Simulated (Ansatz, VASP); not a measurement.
Given: the input of a run of Ansatz 0.2.0 on Al.

input.yaml

```yaml
crystal:
  lattice:
    - [0.047894, 1.969142, 2.026853]
    - [2.043256, -0.008354, 2.083101]
    - [2.040582, 2.022715, -0.005679]
  atoms:
    - { symbol: Al, position: [0.005978, -0.013119, 0.021168] }
kpoints:
  mp_grid: { grid: [11, 11, 11] }
scf:
  occupations: { method: fermi_dirac, width: 0.05 }
hamiltonian:
  xc: pbesol
  pseudopotentials: { kind: all_electron, lapw: { basis_error: 0.001 } }
output:
  forces: true
  stress: true
  eigenvalues: true
  populations: true
```

Potentials or basis: all-electron LAPW, scalar-relativistic.

Run with:

```sh
$ ansatz run input.yaml --threads 1 --pin off --max-ram 3072MiB --backend cpu --events-out ev --progress --plain --runs-dir out
```

**Question.** Set up the same calculation for VASP 6.6.1. Potentials there: VASP PAW PBE potentials, release 64 (Al).

**Answer.** As run (the cutoff follows the program's own potentials):

The input INCAR:

```
SYSTEM = Al
  ALGO = Normal
  EDIFF = 1E-7
  ENCUT = 520
  GGA = PS
  ISIF = 2
  ISMEAR = -1
  LASPH = .TRUE.
  LCHARG = .TRUE.
  LELF = .TRUE.
  LREAL = .FALSE.
  LVHAR = .TRUE.
  LWAVE = .FALSE.
  NBANDS = 8
  NELM = 80
  PREC = Accurate
  SIGMA = 0.05
```

The input KPOINTS:

```
k-points
0
G
  11 11 11
  0 0 0
```

The input POSCAR:

```
Al
1.0
    0.0478940000      1.9691420000      2.0268530000
    2.0432560000     -0.0083540000      2.0831010000
    2.0405820000      2.0227150000     -0.0056790000
Al
1
Direct
    0.0059780000     -0.0131190000      0.0211680000
```

Potentials or basis: VASP PAW PBE potentials, release 64 (Al).

Command:

```bash
$ cat potpaw_PBE.64/Al/POTCAR > POTCAR
$ mpirun -np 1 vasp_std > vasp.out
```

Both were run:

|  | VASP | Ansatz | Ansatz less VASP |
| --- | --- | --- | --- |
| gap on the k mesh at the Fermi level (eV) | none | none | - |
| pressure (GPa) | -1.7 | -1.7 | -0.04 |
| largest component of the traceless stress (GPa) | 1.67 | 1.66 | -0.010 |

A gap of «none» marks a metal or a gap that the smearing closes. Ansatz ran all-electron here, so the differences hold the error of VASP's frozen core and of both bases.

Caveats: the PAW data sets were made with another functional, which shifts forces and pressure a little (VASP).
